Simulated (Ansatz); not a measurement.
Crystal: CuO.

```
CELL_PARAMETERS angstrom
0.00000 2.11656 2.11656
2.11656 0.00000 2.11656
2.11656 2.11656 0.00000
ATOMIC_POSITIONS crystal
Cu 0.02950 0.02810 0.90803
O 0.47050 0.47190 0.59197
```

The cell comes from a database or a generator and needn't be the stable form of this composition.

| Property | Result |
| --- | --- |
| Program | Ansatz 0.2.0 |
| Task | relaxation of cell and atoms |
| Functional | LDA |
| Potentials or basis | Ansatz PAW |
| Cutoff | 420 eV (not typed: the program's choice for these potentials) |
| k mesh | 11 × 11 × 11 |
| Occupations | fermi-dirac, width 0.05 eV |
| Spin | no spin polarisation |

At the start: volume 9.48 Å³/atom.

Question: How do energy, volume and symmetry change on relaxing?

Answer: It ends after 12 steps and the volume is 8.77 Å³/atom (-7.5 %); space group Fm-3m (No. 225, to 0.05 Å).

The path:
| step | energy change (eV) | largest force (eV/Å) | volume (Å³) |
| --- | --- | --- | --- |
| 1 | 0.0000 | 0.5954 | 18.96 |
| 2 | -0.0233 | 0.7254 | 18.76 |
| 3 | -0.1159 | 1.0918 | 18.22 |
| 4 | -0.2075 | 0.9759 | 17.62 |
| 5 | -0.2674 | 0.9511 | 17.40 |
| 6 | -0.3855 | 0.1994 | 17.36 |
| 7 | -0.3909 | 0.0613 | 17.50 |
| 8 | -0.3954 | 0.0019 | 17.56 |
| 9 | -0.3954 | 0.0000 | 17.57 |
| 10 | -0.3885 | 0.0000 | 17.57 |
| 11 | -0.3888 | 0.0000 | 17.54 |
| 12 | -0.3885 | 0.0000 | 17.54 |

Final structure:
```
Cu O
1.0
     0.00000    2.06202    2.06207
     2.06202    0.00000    2.06207
     2.06204    2.06204   -0.00002
Cu O
1 1
Direct
  0.00000 0.00000 0.00000
  0.50000 0.50000 0.50000
```

Caveat: the plane-wave basis is chosen anew once the cell has moved, so the energies of steps on either side of that aren't comparable; the pressure holds a Pulay correction of +1.1 GPa for the finite cutoff; an odd number of electrons without spin polarisation forces a metal; a magnetic or distorted state may lie lower; the run has no spin polarisation, though such a crystal can be magnetic; the PAW data sets come from PBE, with cores solved anew for the run's functional, which leaves a small shift of forces and pressure.
